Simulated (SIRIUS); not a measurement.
# MgB2 in SIRIUS: the effect of functional

The system is MgB2.

```
CELL_PARAMETERS angstrom
0.00000 2.99364 2.99364
2.99364 0.00000 2.99364
2.99364 2.99364 0.00000
ATOMIC_POSITIONS crystal
Mg 0.00000 0.00000 0.00000
Mg 0.25000 0.25000 0.25000
B 0.62500 0.12500 0.62500
B 0.62500 0.62500 0.12500
B 0.12500 0.62500 0.62500
B 0.62500 0.62500 0.62500
```

The cell was built by a generator and needn't be a form met in nature.

Alike in all runs:

- Program: SIRIUS 7.10.0
- Task: single point
- Potentials or basis: PseudoDojo 0.4.1 PBE standard (scalar relativistic)
- Cutoff: 1152 eV
- Density cutoff: 4606 eV
- k mesh: 7 × 7 × 7
- Occupations: fermi-dirac, width 0.05 eV
- Spin: no spin polarisation

```csv
functional,pressure (GPa)
LDA,?
PBEsol,-1.6
RPBE,2.5
revPBE,2.1
BLYP,5.4
PW91,1.1
AM05,-2.3
OPBE,-6.0
RGE2,-0.2
SOGGA,-2.7
```

Task: What does the run with functional LDA give?

Result: Pressure -3.9 GPa.

Caveats: the potentials were made for another functional, which shifts forces and pressure.

Runs at the PBE level aren't shown here.
